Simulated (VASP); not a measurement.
KI:

```
CELL_PARAMETERS angstrom
0.00000 3.53277 3.53277
3.53277 0.00000 3.53277
3.53277 3.53277 0.00000
ATOMIC_POSITIONS crystal
K 0.00000 0.00000 0.00000
I 0.50000 0.50000 0.50000
```

```yaml
Program: VASP 6.6.1
Task: relaxation of cell and atoms
Functional: PBE
Potentials_or_basis: VASP PAW PBE potentials, release 64 (K_sv, I)
Cutoff: 600 eV
k_mesh: 8 × 8 × 8
Occupations: gaussian, width 0.03 eV
Spin: no spin polarisation
```

At the start: pressure 0.6 GPa; volume 44.09 Å³/atom.

Question: Where does the relaxation end?

Answer: Over 4 steps the energy falls by 4.3 meV/atom and the volume is 46.44 Å³/atom (+5.3 %); space group Fm-3m (No. 225, to 0.05 Å).

The path:
```tsv
step	energy change (eV)	largest force (eV/Å)	pressure (GPa)	volume (Å³)
1	0.0000	0.0000	0.62	88.18
2	-0.0063	0.0000	0.31	90.38
3	-0.0085	0.0000	-0.05	93.30
4	-0.0086	0.0000	0.00	92.88
```

Final structure:
```cif
data_structure
_symmetry_space_group_name_H-M 'P 1'
_symmetry_Int_Tables_number 1
_cell_length_a 5.0832
_cell_length_b 5.0832
_cell_length_c 5.0832
_cell_angle_alpha 60.000
_cell_angle_beta 60.000
_cell_angle_gamma 60.000
_cell_volume 92.88
loop_
_atom_site_label
_atom_site_type_symbol
_atom_site_fract_x
_atom_site_fract_y
_atom_site_fract_z
_atom_site_occupancy
K1 K 0.00000 0.00000 0.00000 1
I1 I 0.50000 0.50000 0.50000 1
```
